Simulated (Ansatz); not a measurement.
Ta2N under changes of volume

One of the cells (13.622 Å³/atom); the others are scaled copies at fixed shape and fractional positions:

```
Ta N
1.0
     3.11286    0.00000    0.00000
    -1.55643    2.69582    0.00000
     0.00000    0.00000    4.86984
Ta N
2 1
Direct
  0.33333 0.66667 0.25471
  0.66667 0.33333 0.74529
  0.00000 0.00000 0.00000
```

The cell comes from a database or a generator and needn't be the stable form of this composition.

| Property | Result |
| --- | --- |
| Program | Ansatz 0.2.0 |
| Functional | r2SCAN |
| Potentials or basis | Ansatz PAW |
| Cutoff | 500 eV (not typed: the program's choice for these potentials) |
| k mesh | 10 × 10 × 6 |
| Occupations | fermi-dirac, width 0.05 eV |
| Spin | no spin polarisation |

| volume (Å³/atom) | energy over the lowest point (meV/atom) | pressure (GPa) | largest force (eV/Å) |
| --- | --- | --- | --- |
| 12.805 | 24.39 | 14.3 | 0.488 |
| 13.077 | 6.36 | 7.1 | 0.347 |
| 13.350 | 0.00 | 0.6 | 0.219 |
| 13.622 | 4.13 | -5.3 | 0.102 |
| 13.895 | 17.68 | -10.5 | 0.005 |
| 14.167 | 39.70 | -15.2 | 0.103 |
| 14.439 | ? | ? | ? |

**Question.** What does the run at 14.439 Å³/atom give?

**Answer.** Energy over the lowest point 69.29 meV/atom; pressure -19.5 GPa; largest force 0.193 eV/Å.

Worked out: A Birch-Murnaghan fit of order 3 (a polynomial in V^(-2/3)) to the other rows has its minimum at 13.37 Å³/atom with B0 = V·E''(V) = 300 GPa and B' = 4.3 at fixed shape and positions, which overstates the stiffness. It gives 69.28 meV/atom at 14.439 Å³/atom, against the run's 69.29, and -dE/dV = -19.5 GPa, against -19.5.

Energies are extrapolated to zero smearing.

Caveats: the PAW data sets come from PBE, with cores solved anew for the run's functional, which leaves a small shift of forces and pressure.
